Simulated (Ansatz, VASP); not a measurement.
**One calculation of RbBr, two programs**

```xyz
2
Lattice="0.0000 3.5064 3.5064 3.5064 0.0000 3.5064 3.5064 3.5064 0.0000" Properties=species:S:1:pos:R:3 pbc="T T T"
Rb    0.0000    0.0000    0.0000
Br    3.5064    3.5064    3.5064
```

Alike in both runs: functional PBE; k mesh 6 × 6 × 6; occupations fermi-dirac, width 0.02 eV; no spin polarisation.

Ansatz relaxed the structure, and its values are those at the end. VASP's run is a single point on that final structure, the one shown.

|  | VASP | Ansatz |
| --- | --- | --- |
| version | VASP 6.6.1 | Ansatz 0.2.0 |
| potentials or method | VASP PAW PBE potentials, release 64 (Rb_sv, Br) | PAW with Ansatz's default frozen-core files, scalar-relativistic |
| plane-wave cutoff (eV) | 520 | 420 |
| valence electrons in the cell | 16 | 16 |

|  | VASP | Ansatz | Ansatz less VASP |
| --- | --- | --- | --- |
| pressure (GPa) | 0.0 | 0.0 | -0.02 |

Ansatz warned: «gradients_without_spin_orbit».
